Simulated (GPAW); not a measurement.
# CdSe (Cadmoselite) (P6_3mc) in GPAW: further runs

The runs below take CdSe (Cadmoselite) through band structure, equation of state, with revTPSS, PBE.

Program: GPAW 26.7.0. These are calculated values, not measurements. Logs are shortened: lines on timing, memory, paths and dates and some standing lists are left out, and cuts for length are marked. The log counts tension as positive stress, the text compression.

**The experiment to reproduce.**

From a printed reference work, data compilation, for a bulk crystal of CdSe at 2 K: band gap 1.841 eV.

How close the calculation comes is told below.

## (1) The structure

The structure is hexagonal, space group P6_3mc (No. 186). Conventional cell: a = 4.300 Å, b = 4.300 Å, c = 7.020 Å, α = 90.00°, β = 90.00°, γ = 120.00°. Cd (site symmetry 3m) is surrounded by 4 Se at 2.61 to 2.70 Å. Se (site symmetry 3m) is surrounded by 4 Cd at 2.61 to 2.70 Å.

## (2) Band structure, revTPSS, spin-orbit coupling, no magnetisation

Input file run.py:

```python
import numpy as np
from ase.dft.bandgap import bandgap
from ase.io import read, write
from ase.units import GPa
from gpaw import GPAW, PW
from gpaw.spinorbit import soc_eigenstates

atoms = read('POSCAR')

calc = GPAW(mode=PW(600),
            xc='MGGA_X_REVTPSS+MGGA_C_REVTPSS',
            kpts={'size': (5, 5, 3), 'gamma': True},
            occupations={'name': 'fermi-dirac', 'width': 0.05},
            nbands=31,
            convergence={'density': 1e-05, 'energy': 1e-05},
            eigensolver='davidson',
            maxiter=150,
            txt='gpaw.txt')
atoms.calc = calc
energy = atoms.get_potential_energy()
forces = atoms.get_forces()
stress = atoms.get_stress()
calc.write('gs.gpw')
write('result.traj', atoms)
print(f'Energy: {energy:.6f} eV')
print('Forces (eV/A):')
print(forces.round(4))
print('Stress (GPa):', (stress / GPa).round(3))
print('Fermi level:', round(calc.get_fermi_level(), 4), 'eV')
print(f'Gap: {bandgap(calc)[0]:.4f} eV, direct: {bandgap(calc, direct=True)[0]:.4f} eV')

path = atoms.cell.bandpath('GMKGALHA,LM,KH', npoints=60, eps=1e-4)
bs_calc = calc.fixed_density(kpts=path, symmetry='off', nbands=52,
                             convergence={'bands': 'CBM+6.0', 'eigenstates': 1e-6}, txt='bands.txt')
bs = bs_calc.band_structure()
bs.write('bs.json')
print(f'Gap on the path: {bandgap(bs_calc)[0]:.4f} eV')

soc = soc_eigenstates(bs_calc, theta=90, phi=45, ignore_xc_potential=True)
np.savetxt('soc_bands.dat', soc.eigenvalues(), fmt='%.4f')
mesh = soc_eigenstates('gs.gpw', theta=90, phi=45, ignore_xc_potential=True)
np.savetxt('soc_mesh.dat', mesh.eigenvalues(), fmt='%.4f')
print('Fermi level with spin-orbit coupling:', round(mesh.fermi_level, 4), 'eV')
```

Input file POSCAR:

```
CdSe
1.0
    4.3000000000      0.0000000000      0.0000000000
   -2.1500000000      3.7239092363      0.0000000000
    0.0000000000      0.0000000000      7.0200000000
Cd Se
2 2
Direct
    0.6666666667      0.3333333333      0.5000000000
    0.3333333333      0.6666666667      0.0000000000
    0.6666666667      0.3333333333      0.8850000000
    0.3333333333      0.6666666667      0.3850000000
```

Potentials or basis: GPAW PAW data sets (gpaw-data 1.2.1), pw.

Started as:

```console
> OMP_NUM_THREADS=1 python run.py
```

gpaw.txt:

```text
__  _  _
 | _ |_)|_||  |
 |__||  | ||/\| - 26.7.0

Input parameters:
  mode=PW(ecut=600.0),
  convergence={'density': 1e-05, 'energy': 1e-05},
  eigensolver=Davidson(niter=2),
  kpts=MonkhorstPack(size=(5, 5, 3), gamma=True),
  maxiter=150,
  nbands=31,
  occupations=Occupations(name='fermi-dirac', width=0.05),
  xc=XC(name='MGGA_X_REVTPSS+MGGA_C_REVTPSS')

Diagonalizing LCAO Hamiltonian
Converting LCAO to pw mode

            Se

        Se  Cd

        Cd

Atoms  # Å, Bohr magnetons
|   | symbol |         x |        y |        z |    initial magnetic moments |
|---|--------|-----------|----------|----------|-----------------------------|
| 0 |     Cd |  2.150000 | 1.241303 | 3.510000 | ( 0.0000,  0.0000,  0.0000) |
| 1 |     Cd | -0.000000 | 2.482606 | 0.000000 | ( 0.0000,  0.0000,  0.0000) |
| 2 |     Se |  2.150000 | 1.241303 | 6.212700 | ( 0.0000,  0.0000,  0.0000) |
| 3 |     Se | -0.000000 | 2.482606 | 2.702700 | ( 0.0000,  0.0000,  0.0000) |

Unit cell  # Å
| periodic |         x |        y |        z |  lengths |     angles |
|----------|-----------|----------|----------|----------|------------|
|      yes |  4.300000 | 0.000000 | 0.000000 | 4.300000 |  90.000000 |
|      yes | -2.150000 | 3.723909 | 0.000000 | 4.300000 |  90.000000 |
|      yes |  0.000000 | 0.000000 | 7.020000 | 7.020000 | 120.000000 |

Number of symmetries: 6
Symmetry operations  # r_c * U_cc + t_c -> r_c
|   | kind |            matrix            |
|---|------|------------------------------|
| 0 |  σ   |  1, 1, 0,  0,-1, 0,  0, 0, 1 |
| 1 |  E   |  1, 0, 0,  0, 1, 0,  0, 0, 1 |
| 2 |  C3  |  0, 1, 0, -1,-1, 0,  0, 0, 1 |
| 3 |  σ   |  0,-1, 0, -1, 0, 0,  0, 0, 1 |
| 4 |  σ   | -1, 0, 0,  1, 1, 0,  0, 0, 1 |
| 5 |  C3  | -1,-1, 0,  1, 0, 0,  0, 0, 1 |

BZ-sampling:
  Number of BZ points: 75
  Number of IBZ points: 12

  Monkhorst-Pack size: [5, 5, 3]
  Monkhorst-Pack shift: [0, 0, 0]

K-points  # in reciprocal-cell coordinates
|     |                                coordinates |     weight |
|-----|--------------------------------------------|------------|
|   0 | (  0.00000000,   0.00000000,   0.00000000) | 0.01333333 |
|   1 | (  0.00000000,   0.00000000,   0.33333333) | 0.02666667 |
|   2 | (  0.20000000,   0.00000000,  -0.33333333) | 0.08000000 |
|   3 | (  0.20000000,   0.00000000,   0.00000000) | 0.08000000 |
|   4 | (  0.20000000,   0.00000000,   0.33333333) | 0.08000000 |
|   5 | (  0.40000000,  -0.20000000,   0.00000000) | 0.08000000 |
|   6 | (  0.40000000,  -0.20000000,   0.33333333) | 0.16000000 |
|   7 | (  0.40000000,   0.00000000,  -0.33333333) | 0.08000000 |
|   8 | (  0.40000000,   0.00000000,   0.00000000) | 0.08000000 |
|   9 | (  0.40000000,   0.00000000,   0.33333333) | 0.08000000 |
| ... |                                            |            |
|  11 | (  0.40000000,   0.40000000,   0.33333333) | 0.16000000 |

Plane wave coefficients: 3791
Cutoff: 600.0 eV

Spin-components: 1 (collinear spins)
Bands:           31
Projectors:      22
Spin-degeneracy: 2
Datatype:        complex128

Parallelization:
  kpt:    1
  domain: 1
  band:   1

Density:
  Valence electrons: 36.0
  Components: 1
  Grid points: [25 25 40]
  Charge: 0.0  # |e|

Potential:
  Grid points: [25 25 40]

species:
  Cd:
    name:    Cadmium
    Z:       48.0
    valence: 12
    core:    36
    charge:  0.0  # [|e|]
    compensation charges:
      type: gauss
      rc: 0.38  # [Å]
      lmax: 2
    cutoffs:
      filter: 2.12  # [Å]
      core: 2.62  # [Å]
    projectors
    | kind |    occ | energy [eV] | rcut [Å] |
    |------|--------|-------------|----------|
    |   5s |  2.000 |      -5.655 |    1.191 |
    |   5p |  0.000 |      -1.186 |    1.228 |
    |   4d | 10.000 |     -11.739 |    1.164 |
    |    s |        |      21.556 |    1.191 |
    |    p |        |      26.026 |    1.228 |
    |    d |        |      15.473 |    1.164 |

    Using partial waves for Cd as LCAO basis

  Se:
    name:    Selenium
    Z:       34.0
    valence: 6
    core:    28
    charge:  0.0  # [|e|]
    compensation charges:
      type: gauss
      rc: 0.27  # [Å]
      lmax: 2
    cutoffs:
      filter: 1.77  # [Å]
      core: 2.67  # [Å]
    projectors
    | kind |    occ | energy [eV] | rcut [Å] |
    |------|--------|-------------|----------|
    |   4s |  2.000 |     -17.277 |    0.847 |
    |   4p |  4.000 |      -6.512 |    1.005 |
    |    s |        |       9.935 |    0.847 |
    |    p |        |      20.699 |    1.005 |
    |    d |        |       0.000 |    0.847 |

    Using partial waves for Se as LCAO basis

Reference energy: -436553.300934  # eV

eigensolver:
  Davidson
  Converge bands: occupied
  niter=2

density mixing:
  MSR1-Mixer
  Pratt-step length: 0.05
  Maximum mixing coefficient: 0.75
  Old densities: 10
  SVD Regularization: 0.005
  Good broyden scale: 1.0
  Trust region scale: 1.0
  Backstep threshold: 4.0
  History deletion threshold: 6.0
  Fourier metric: weight=20.0, sigma=0.015

occupation numbers:
  Fermi-Dirac:
    width: 0.0500  # eV

poisson solver:
  ecut: 4800.0  # eV

xc functional:
  name: MGGA_X_REVTPSS+MGGA_C_REVTPSS with 2 nearest neighbor stencil

convergence criteria:
- Maximum integral of absolute [dens]ity change: 1e-05 electrons / valence electron
- Maximum [total energy] change in last 3 cyles: 1e-05 eV / valence electron
- Maximum integral of absolute [eigenst]ate change: 4e-08 eV^2 / valence electron
maximum number of iterations: 150

SCF iterations
|iter     | |      energy | eigst |  dens |
|---------|-|-------------|-------|-------|
|iter:   1| |  180.461184 | +1.38 |       |
|iter:   2| |   45.130620 | +0.75 | -0.76 |
|iter:   3| |   43.939200 | -0.88 | -1.14 |
|iter:   4| |   44.452104 | -2.14 | -1.15 |
|iter:   5| |   44.759221 | -1.82 | -1.29 |
|iter:   6| |   44.619747 | -1.82 | -1.52 |
|iter:   7| |   44.633655 | -3.27 | -1.60 |
|iter:   8| |   44.719782 | -2.80 | -1.65 |
|iter:   9| |   44.729309 | -3.55 | -1.89 |
|iter:  10| |   44.731262 | -4.61 | -1.97 |
|iter:  11| |   44.735553 | -4.46 | -2.02 |
|iter:  12| |   44.742624 | -3.53 | -2.15 |
|iter:  13| |   44.741866 | -4.49 | -2.61 |
|iter:  14| |   44.741799 | -5.74 | -3.33 |
|iter:  15| |   44.741775c| -6.00 | -3.67 |
|iter:  16| |   44.741775c| -7.21 | -4.44 |
|iter:  17| |   44.741774c| -7.65c| -4.79 |
|iter:  18| |   44.741774c| -8.60c| -5.38c|

Converged in 18 steps
Energy contributions relative to reference atoms: (reference = -436553.300934)

Energy contributions:
  Kinetic:          31.928966
  Coulomb:         -28.308478
  Zero:              0.159235
  External:          0.000000
  Xc:               40.962055
  Entropy:          -0.000006
  Spinorbit:         0.000000
  ----------------------------
  Free energy:      44.741771
  Extrapolated:     44.741774

dipole moment: (0.000001, 0.000013, -18.308202)  # |e|*Ang

Fermi level: 3.991
Eigenvalues  # (at kpt = [0.000, 0.000, 0.000])
| band index |      eig [eV] | occ [0-2] |
|------------|---------------|-----------|
|          0 |        -9.230 |     2.000 |
|        ... |               |           |
|         10 |        -3.911 |     2.000 |
|         11 |        -3.622 |     2.000 |
|         12 |        -0.763 |     2.000 |
|         13 |         2.790 |     2.000 |
|         14 |         2.790 |     2.000 |
|         15 |         3.497 |     2.000 |
[... 8 lines left out ...]
|         24 |        10.682 |     0.000 |
|         25 |        11.335 |     0.000 |
|        ... |               |           |
|         30 |        14.785 |     0.000 |

Gap: 0.890 eV
Transition (v -> c):
  (s=0, k=0, n=17, [0.00, 0.00, 0.00]) -> (s=0, k=0, n=18, [0.00, 0.00, 0.00])
No difference between direct/indirect transitions

Forces  # eV/Ang
|        x |        y |        z |
|----------|----------|----------|
| -0.00000 |  0.00000 |  0.26303 |  # Cd   0
| -0.00000 | -0.00000 |  0.26246 |  # Cd   1
|  0.00000 |  0.00000 | -0.26320 |  # Se   2
|  0.00000 | -0.00000 | -0.26247 |  # Se   3

Stress tensor  # eV/Ang^3
|         x |         y |        z |
|-----------|-----------|----------|
| -0.012762 |  0.000000 | 0.000000 |
|  0.000000 | -0.012762 | 0.000000 |
|  0.000000 |  0.000000 | 0.000638 |

# Writing to gs.gpw (mode='')
```

stdout:

```text
Energy: 44.741774 eV
Forces (eV/A):
[[-0.      0.      0.263 ]
 [-0.     -0.      0.2625]
 [ 0.      0.     -0.2632]
 [ 0.     -0.     -0.2625]]
Stress (GPa): [-2.045 -2.045  0.102  0.     0.     0.   ]
Fermi level: 3.9912 eV
Gap: 0.8902 eV, direct: 0.8902 eV
Gap on the path: 0.8902 eV
Fermi level with spin-orbit coupling: 4.042 eV
```

It took 1.8 min on 1 thread of AMD EPYC 9R45 (Zen 5), shared host; peak memory 0.63 GiB.

What came out:

```yaml
Free_energy: 44.7418 eV
Pressure: 1.3 GPa
Largest_force: 0.263 eV/Å
Band_gap_on_the_k_mesh: 0.77 eV, direct
Band_gap_along_the_path: 0.77 eV, direct
```

Forces in eV/Å, atoms in the order of the input:
```
Cd   0.000  0.000  0.263
Cd   0.000  0.000  0.262
Se   0.000  0.000 -0.263
Se   0.000  0.000 -0.262
```

Stress tensor (GPa, compression positive):
```
 2.04  0.00  0.00
 0.00  2.04  0.00
 0.00  0.00 -0.10
```

Levels at the corners of the path, in eV from the valence-band top:
| point | band 32 | band 33 | band 34 | band 35 | band 36 | band 37 | band 38 | band 39 | band 40 | band 41 |
| --- | --- | --- | --- | --- | --- | --- | --- | --- | --- | --- |
| Γ | -0.37 | -0.01 | -0.01 | 0.00 | 0.00 | 0.77 | 0.77 | 2.16 | 2.16 | 5.70 |
| M | -2.02 | -1.42 | -1.42 | -0.95 | -0.95 | 3.25 | 3.25 | 3.34 | 3.34 | 4.75 |
| K | -2.03 | -1.99 | -1.95 | -1.84 | -1.84 | 4.32 | 4.32 | 4.69 | 4.87 | 4.92 |
| Γ | -0.37 | -0.01 | -0.01 | 0.00 | 0.00 | 0.77 | 0.77 | 2.16 | 2.16 | 5.70 |
| A | -0.62 | -0.38 | -0.38 | -0.38 | -0.38 | 2.38 | 2.38 | 2.38 | 2.38 | 5.80 |
| L | -1.58 | -1.39 | -1.39 | -1.39 | -1.39 | 3.01 | 3.01 | 3.01 | 3.01 | 4.78 |
| H | -2.62 | -1.23 | -1.23 | -1.18 | -1.18 | 3.80 | 3.80 | 3.86 | 3.86 | 5.81 |
| A | -0.62 | -0.38 | -0.38 | -0.38 | -0.38 | 2.38 | 2.38 | 2.38 | 2.38 | 5.80 |
| L | -1.58 | -1.39 | -1.39 | -1.39 | -1.39 | 3.01 | 3.01 | 3.01 | 3.01 | 4.78 |
| M | -2.02 | -1.42 | -1.42 | -0.95 | -0.95 | 3.25 | 3.25 | 3.34 | 3.34 | 4.75 |
| K | -2.03 | -1.99 | -1.95 | -1.84 | -1.84 | 4.32 | 4.32 | 4.69 | 4.87 | 4.92 |
| H | -2.62 | -1.23 | -1.23 | -1.18 | -1.18 | 3.80 | 3.80 | 3.86 | 3.86 | 5.81 |

Caveat: spin-orbit coupling was added after a scalar SCF, so levels and gaps hold it while energy, forces, pressure and moments don't; this program's spin-orbit splittings come out too wide for heavy elements; the PAW data sets were made with another functional, which shifts forces and pressure a little.

## (3) Band structure, PBE

Input file run.py:

```python
from ase.dft.bandgap import bandgap
from ase.io import read, write
from gpaw import GPAW

atoms = read('CdSe.xyz')

calc = GPAW(mode='lcao',
            h=0.2,
            basis='dzp',
            xc='PBE',
            kpts={'size': (5, 5, 3), 'gamma': True},
            occupations={'name': 'fermi-dirac', 'width': 0.05},
            convergence={'density': 1e-05, 'energy': 1e-05},
            maxiter=150,
            txt='gpaw.txt')
atoms.calc = calc
energy = atoms.get_potential_energy()
forces = atoms.get_forces()
calc.write('gs.gpw')
write('result.traj', atoms)
print(f'Energy: {energy:.6f} eV')
print('Forces (eV/A):')
print(forces.round(4))
print('Fermi level:', round(calc.get_fermi_level(), 4), 'eV')
print(f'Gap: {bandgap(calc)[0]:.4f} eV, direct: {bandgap(calc, direct=True)[0]:.4f} eV')

path = atoms.cell.bandpath('GMKGALHA,LM,KH', npoints=100, eps=1e-4)
bs_calc = calc.fixed_density(kpts=path, symmetry='off', txt='bands.txt')
bs = bs_calc.band_structure()
bs.write('bs.json')
print(f'Gap on the path: {bandgap(bs_calc)[0]:.4f} eV')
```

Input file CdSe.xyz:

```xyz
4
Lattice="4.3000000000 0.0000000000 0.0000000000 -2.1500000000 3.7239092363 0.0000000000 0.0000000000 0.0000000000 7.0200000000" Properties=species:S:1:pos:R:3 pbc="T T T"
Cd     2.1500000002      1.2413030786      3.5100000000
Cd    -0.0000000002      2.4826061577      0.0000000000
Se     2.1500000002      1.2413030786      6.2127000000
Se    -0.0000000002      2.4826061577      2.7027000000
```

Potentials or basis: GPAW PAW data sets (gpaw-data 1.2.1), lcao:dzp.

Started as:

```console
> OMP_NUM_THREADS=1 python run.py
```

gpaw.txt:

```text
__  _  _
 | _ |_)|_||  |
 |__||  | ||/\| - 26.7.0

Input parameters:
  mode=LCAO(),
  basis={'default': 'dzp'},
  convergence={'density': 1e-05, 'energy': 1e-05},
  h=0.2,
  kpts=MonkhorstPack(size=(5, 5, 3), gamma=True),
  maxiter=150,
  occupations=Occupations(name='fermi-dirac', width=0.05),
  xc=XC(name='PBE')

            Se

        Se  Cd

        Cd

Atoms  # Å, Bohr magnetons
|   | symbol |         x |        y |        z |    initial magnetic moments |
|---|--------|-----------|----------|----------|-----------------------------|
| 0 |     Cd |  2.150000 | 1.241303 | 3.510000 | ( 0.0000,  0.0000,  0.0000) |
| 1 |     Cd | -0.000000 | 2.482606 | 0.000000 | ( 0.0000,  0.0000,  0.0000) |
| 2 |     Se |  2.150000 | 1.241303 | 6.212700 | ( 0.0000,  0.0000,  0.0000) |
| 3 |     Se | -0.000000 | 2.482606 | 2.702700 | ( 0.0000,  0.0000,  0.0000) |

Unit cell  # Å
| periodic |         x |        y |        z |  lengths |     angles |
|----------|-----------|----------|----------|----------|------------|
|      yes |  4.300000 | 0.000000 | 0.000000 | 4.300000 |  90.000000 |
|      yes | -2.150000 | 3.723909 | 0.000000 | 4.300000 |  90.000000 |
|      yes |  0.000000 | 0.000000 | 7.020000 | 7.020000 | 120.000000 |

Number of symmetries: 6
Symmetry operations  # r_c * U_cc + t_c -> r_c
|   | kind |            matrix            |
|---|------|------------------------------|
| 0 |  σ   |  1, 1, 0,  0,-1, 0,  0, 0, 1 |
| 1 |  E   |  1, 0, 0,  0, 1, 0,  0, 0, 1 |
| 2 |  C3  |  0, 1, 0, -1,-1, 0,  0, 0, 1 |
| 3 |  σ   |  0,-1, 0, -1, 0, 0,  0, 0, 1 |
| 4 |  σ   | -1, 0, 0,  1, 1, 0,  0, 0, 1 |
| 5 |  C3  | -1,-1, 0,  1, 0, 0,  0, 0, 1 |

BZ-sampling:
[... 317 lines left out ...]
xc functional:
  name: PBE with 2 nearest neighbor stencil
interpolation: tri-quintic # 5. degree polynomial

convergence criteria:
- Maximum integral of absolute [dens]ity change: 1e-05 electrons / valence electron
- Maximum [total energy] change in last 3 cyles: 1e-05 eV / valence electron
- Maximum integral of absolute [eigenst]ate change: 4e-08 eV^2 / valence electron
maximum number of iterations: 150

SCF iterations
|iter     | |      energy | eigst |  dens |
|---------|-|-------------|-------|-------|
|iter:   1| |  -10.329726 |      c|       |
|iter:   2| |  -10.251932 |      c| -1.33 |
|iter:   3| |   -9.963932 |      c| -1.37 |
|iter:   4| |   -9.960799 |      c| -1.89 |
|iter:   5| |   -9.960107 |      c| -2.38 |
|iter:   6| |   -9.960105 |      c| -3.60 |
|iter:   7| |   -9.960105c|      c| -4.01 |
|iter:   8| |   -9.960105c|      c| -5.59c|

Converged in 8 steps
Energy contributions relative to reference atoms: (reference = -436553.300934)

Energy contributions:
  Kinetic:          44.732053
  Coulomb:         -38.922369
  Zero:              0.227203
  External:          0.000000
  Xc:              -15.996977
  Entropy:          -0.000029
  Spinorbit:         0.000000
  ----------------------------
  Free energy:      -9.960119
  Extrapolated:     -9.960105

dipole moment: (-0.000000, 0.000000, -18.297568)  # |e|*Ang

Fermi level: 4.051
Eigenvalues  # (at kpt = [0.000, 0.000, 0.000])
| band index |      eig [eV] | occ [0-2] |
|------------|---------------|-----------|
|          0 |        -8.943 |     2.000 |
|        ... |               |           |
|         10 |        -3.757 |     2.000 |
|         11 |        -3.488 |     2.000 |
|         12 |        -0.593 |     2.000 |
|         13 |         2.941 |     2.000 |
|         14 |         2.942 |     2.000 |
|         15 |         3.660 |     1.999 |
[... 8 lines left out ...]
|         24 |        10.841 |     0.000 |
|         25 |        11.501 |     0.000 |

Gap: 0.720 eV
Transition (v -> c):
  (s=0, k=0, n=17, [0.00, 0.00, 0.00]) -> (s=0, k=0, n=18, [0.00, 0.00, 0.00])
No difference between direct/indirect transitions

Forces  # eV/Ang
|       x |       y |        z |
|---------|---------|----------|
| 0.00000 | 0.00000 |  0.32803 |  # Cd   0
| 0.00000 | 0.00000 |  0.32803 |  # Cd   1
| 0.00000 | 0.00000 | -0.32288 |  # Se   2
| 0.00000 | 0.00000 | -0.32288 |  # Se   3

# Writing to gs.gpw (mode='')
```

stdout:

```text
Energy: -9.960105 eV
Forces (eV/A):
[[ 0.      0.      0.328 ]
 [ 0.      0.      0.328 ]
 [ 0.      0.     -0.3229]
 [ 0.      0.     -0.3229]]
Fermi level: 4.0513 eV
Gap: 0.7196 eV, direct: 0.7196 eV
Gap on the path: 0.7196 eV
```

It took 37 s on 1 thread of AMD EPYC 9R45 (Zen 5), shared host; peak memory 0.28 GiB.

Results:

| Property | Result |
| --- | --- |
| Free energy | -9.9601 eV |
| Largest force | 0.328 eV/Å |
| Band gap on the k mesh | 0.72 eV, direct |
| Band gap along the path | 0.72 eV, direct |

Forces on the atoms (eV/Å):
```
Cd   0.000  0.000  0.328
Cd   0.000  0.000  0.328
Se   0.000  0.000 -0.323
Se   0.000  0.000 -0.323
```

Levels at the corners of the path, in eV from the valence-band top:
```csv
point,band 15,band 16,band 17,band 18,band 19,band 20,band 21,band 22
Γ,-0.72,0.00,0.00,0.00,0.72,2.19,5.99,5.99
M,-2.58,-1.87,-1.24,-0.84,3.32,3.49,4.90,6.36
K,-3.09,-1.80,-1.80,-1.79,4.81,4.91,4.91,7.18
Γ,-0.72,0.00,0.00,0.00,0.72,2.19,5.99,5.99
A,-0.38,-0.38,-0.38,-0.38,2.38,2.38,5.95,5.95
L,-1.39,-1.39,-1.29,-1.29,3.10,3.10,5.04,5.04
H,-2.51,-2.51,-1.06,-1.06,3.92,3.92,6.14,6.14
A,-0.38,-0.38,-0.38,-0.38,2.38,2.38,5.95,5.95
L,-1.39,-1.39,-1.29,-1.29,3.10,3.10,5.04,5.04
M,-2.58,-1.87,-1.24,-0.84,3.32,3.49,4.90,6.36
K,-3.09,-1.80,-1.80,-1.79,4.81,4.91,4.91,7.18
H,-2.51,-2.51,-1.06,-1.06,3.92,3.92,6.14,6.14
```

Caveat: the real-space grid adds noise to forces; the basis of atomic orbitals isn't converged, which shifts pressures, moduli and gaps.

(Continued in part 2 of 2.)
